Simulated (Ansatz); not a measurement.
# CoO: the cost of one run

Program: Ansatz 0.2.0. Level of theory: DFT LDA+U (U_eff = 4 eV on Co d), plane waves, PAW. These are calculated values, not measurements.

### 1 The starting structure

The structure is tetragonal, space group P4_2/mmc (No. 131). Conventional cell: a = 3.446 Å, b = 3.446 Å, c = 4.290 Å, α = 90.00°, β = 90.00°, γ = 90.00°. Co (site symmetry mmm) has 4 O at 2.03 Å in its first shell of neighbours. O (site symmetry -4m2) is surrounded by 4 Co at 2.03 Å.

Structure file:

```
CELL_PARAMETERS angstrom
3.44615 0.00000 0.00000
0.00000 3.44615 0.00000
0.00000 0.00000 4.29046
ATOMIC_POSITIONS crystal
Co 0.00000 0.50000 0.00000
Co 0.50000 0.00000 0.50000
O 0.00000 0.00000 0.25000
O 0.00000 0.00000 0.75000
```

An earlier series on this cell reached its lowest free state from «ferromagnetic start, free, natural orbitals of the symmetric run filled by rank», perhaps among other starts.

### 2 Antiferromagnetic directions held

input.yaml reads:

```yaml
crystal:
  lattice:
    - [3.44614992, 0.0, 0.0]
    - [0.0, 3.44614992, 0.0]
    - [0.0, 0.0, 4.29046473]
  atoms:
    - { symbol: Co, position: [0.0, 0.5, 0.0], spin: 3.0 }
    - { symbol: Co, position: [0.5, 0.0, 0.5], spin: -3.0 }
    - { symbol: O, position: [0.0, 0.0, 0.25] }
    - { symbol: O, position: [0.0, 0.0, 0.75] }
basis:
  ecutwfc: 420
  ecutrho_ratio: 4
kpoints:
  mp_grid: { grid: [6, 6, 5] }
hamiltonian:
  xc: lda
  hubbard:
    sites:
      - { site: 0, l: d, u_eff: 4.0, starting_ns: [{ spin: up, occupation_matrix: s0up }, { spin: down, occupation_matrix: s0down }] }
      - { site: 1, l: d, u_eff: 4.0, starting_ns: [{ spin: up, occupation_matrix: s1up }, { spin: down, occupation_matrix: s1down }] }
    occupation_matrices:
      s0up:
        matrix:
          - [0.97, 0.0, 0.0, 0.0, 0.0]
          - [0.0, 0.97, 0.0, 0.0, 0.0]
          - [0.0, 0.0, 0.97, 0.0, 0.0]
          - [0.0, 0.0, 0.0, 0.97, 0.0]
          - [0.0, 0.0, 0.0, 0.0, 0.97]
      s0down:
        matrix:
          - [0.9269, 0.0, 0.0, -0.19772, 0.0]
          - [0.0, 0.02, 0.0, 0.0, 0.0]
          - [0.0, 0.0, 0.02, 0.0, 0.0]
          - [-0.19772, 0.0, 0.0, 0.0631, 0.0]
          - [0.0, 0.0, 0.0, 0.0, 0.97]
      s1up:
        matrix:
          - [0.9269, 0.0, 0.0, 0.19772, 0.0]
          - [0.0, 0.02, 0.0, 0.0, 0.0]
          - [0.0, 0.0, 0.02, 0.0, 0.0]
          - [0.19772, 0.0, 0.0, 0.0631, 0.0]
          - [0.0, 0.0, 0.0, 0.0, 0.97]
      s1down:
        matrix:
          - [0.97, 0.0, 0.0, 0.0, 0.0]
          - [0.0, 0.97, 0.0, 0.0, 0.0]
          - [0.0, 0.0, 0.97, 0.0, 0.0]
          - [0.0, 0.0, 0.0, 0.97, 0.0]
          - [0.0, 0.0, 0.0, 0.0, 0.97]
    ns_hold: { iters: 8 }
scf:
  occupations: { method: gaussian, width: 0.05 }
  lower_state_search: "off"
  max_iter: 150
output:
  forces: true
  stress: true
  eigenvalues: true
  populations: true
  hubbard: { sites: [{ site: 0, l: d }, { site: 1, l: d }] }
magnetization:
  spin_polarized: true
  spin_locking: { lock_directions: true }
```

The typed matrices put 0.97 on the chosen orbitals and 0.02 on the others, and are held for 8 cycles. The lock stays on to the end, so the result is a constrained state unless its moments die out.

Launch:

```sh
> ansatz run input.yaml --threads 2 --pin off --max-ram 3072MiB --backend cpu --events-out ev --progress --plain --runs-dir out
```

What time and memory should one allow on 2 threads of Intel Xeon 6975P-C (Granite Rapids), shared host?

About 6 s, with a peak of 0.48 GiB.
